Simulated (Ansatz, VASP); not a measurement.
One calculation of GaSb3, two programs

Contents of INCAR:

```
SYSTEM = GaSb3
PREC = Accurate
ENCUT = 520
EDIFF = 1E-7
ISMEAR = 0
SIGMA = 0.15
LREAL = .FALSE.
LASPH = .TRUE.
NELM = 100
ALGO = Normal
ISIF = 2
LWAVE = .FALSE.
LCHARG = .FALSE.
NBANDS = 22
```

KPOINTS

```
regular mesh
0
G
  10 10 10
  0 0 0
```

POSCAR

```
GaSb3
1.0
    0.0000000000      3.5542934729      3.4604601252
    3.5542934729      0.0000000000      3.4604601252
    3.5542934729      3.5542934729      0.0000000000
Ga Sb
1 3
Direct
    0.0000000000      0.0000000000      0.0000000000
    0.2500000000      0.2500000000      0.2500000000
    0.7500000000      0.7500000000      0.7500000000
    0.5000000000      0.5000000000      0.5000000000
```

Input for Ansatz:

```yaml
crystal:
  lattice:
    - [0.0, 3.5542934729, 3.4604601252]
    - [3.5542934729, 0.0, 3.4604601252]
    - [3.5542934729, 3.5542934729, 0.0]
  atoms:
    - { symbol: Ga, position: [0.0, 0.0, 0.0] }
    - { symbol: Sb, position: [0.25, 0.25, 0.25] }
    - { symbol: Sb, position: [0.75, 0.75, 0.75] }
    - { symbol: Sb, position: [0.5, 0.5, 0.5] }
basis:
  ecutwfc: 420
kpoints:
  mp_grid: { grid: [10, 10, 10] }
hamiltonian:
  xc: lda
  pseudopotentials: { kind: paw, azcp: { folder: soft_1 } }
scf:
  occupations: { method: gaussian, width: 0.15 }
output:
  forces: true
  stress: true
  eigenvalues: true
```

Alike in both runs: task single point; functional LDA; k mesh 10 × 10 × 10; occupations gaussian, width 0.15 eV; no spin polarisation.

|  | VASP | Ansatz |
| --- | --- | --- |
| version | VASP 6.6.1 | Ansatz 0.2.0 |
| potentials or method | VASP PAW LDA potentials, release 64 (Ga_d, Sb) | scalar-relativistic, plane waves, PAW |
| plane-wave cutoff (eV) | 520 | 420 |
| valence electrons in the cell | 28 | 58 |

Ansatz gave:

- gap on the k mesh at the Fermi level (eV): none
- pressure (GPa): 6.9
- largest component of the traceless stress (GPa): 1.11

Question: Which values does VASP return?

Answer: gap on the k mesh at the Fermi level (eV): none; pressure (GPa): 7.1; largest component of the traceless stress (GPa): 1.14.

A gap of «none» marks a metal or a gap that the smearing closes. The two sets of potentials don't hold the same shells in valence. Ansatz warned: «pseudo_functional_mismatch».

The runs have no spin-orbit coupling, so splittings on Sb are missing.
